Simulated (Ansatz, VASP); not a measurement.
# C in VASP and in Ansatz

```xyz
4
Lattice="2.5032 0.0000 0.0000 -1.2516 2.1678 0.0000 0.0000 0.0000 4.1677" Properties=species:S:1:pos:R:3 pbc="T T T"
C     0.0000    1.4452    0.2614
C     1.2516    0.7226    2.3452
C     0.0000    1.4452    1.8225
C     1.2516    0.7226    3.9064
```

Alike in both runs: functional r2SCAN; k mesh 6 × 6 × 4; occupations gaussian, width 0.1 eV; no spin polarisation.

Ansatz relaxed the structure, and its values are those at the end. VASP's run is a single point on that final structure, the one shown.

|  | VASP | Ansatz |
| --- | --- | --- |
| version | VASP 6.6.1 | Ansatz 0.2.0 |
| potentials or method | VASP PAW PBE potentials, release 64 (C) | scalar-relativistic, plane waves, PAW |
| plane-wave cutoff (eV) | 520 | 500 |
| valence electrons in the cell | 16 | 16 |

|  | VASP | Ansatz | Ansatz less VASP |
| --- | --- | --- | --- |
| gap on the k mesh at the Fermi level (eV) | 3.56 | 3.60 | +0.037 |
| least direct gap on the mesh (eV) | 5.19 | 5.24 | +0.047 |
| pressure (GPa) | 1.1 | 0.2 | -0.93 |
| rms of the force components (eV/Å) | 0.004 | 0.001 | -0.0023 |

The functional is the same, so the differences come from potentials, cutoffs and numerics.

Caveats: the k mesh is coarse (spacing up to 0.48 Å⁻¹), so the values aren't converged; the PAW data sets were made with another functional, which shifts forces and pressure a little (VASP).
